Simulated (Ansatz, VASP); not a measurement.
**AlNi in VASP and in Ansatz**

```xyz
2
Lattice="2.8574 0.0000 0.0000 0.0000 2.8574 0.0000 0.0000 0.0000 2.8574" Properties=species:S:1:pos:R:3 pbc="T T T"
Al    0.0000    0.0000    0.0000
Ni    1.4287    1.4287    1.4287
```

Alike in both runs: functional PBE; dispersion D3(BJ); k mesh 14 × 14 × 14; occupations gaussian, width 0.1 eV; no spin polarisation.

Ansatz relaxed the structure, and its values are those at the end. VASP's run is a single point on that final structure, the one shown.

|  | VASP | Ansatz |
| --- | --- | --- |
| version | VASP 6.6.1 | Ansatz 0.2.0 |
| potentials or method | VASP PAW PBE potentials, release 64 (Al, Ni) | scalar-relativistic, plane waves, PAW |
| plane-wave cutoff (eV) | 520 | 420 |
| valence electrons in the cell | 13 | 21 |

```csv
,VASP,Ansatz,Ansatz less VASP
gap on the k mesh at the Fermi level (eV),none,none,-
pressure (GPa),0.0,0.0,+0.04
```

A gap of «none» marks a metal or a gap that the smearing closes. The two sets of potentials don't hold the same shells in valence.

Caveats: pairwise dispersion overbinds metals, which lowers pressure and volume. Spin polarisation is off, so any magnetic state and its effect on volume and gap are missing.
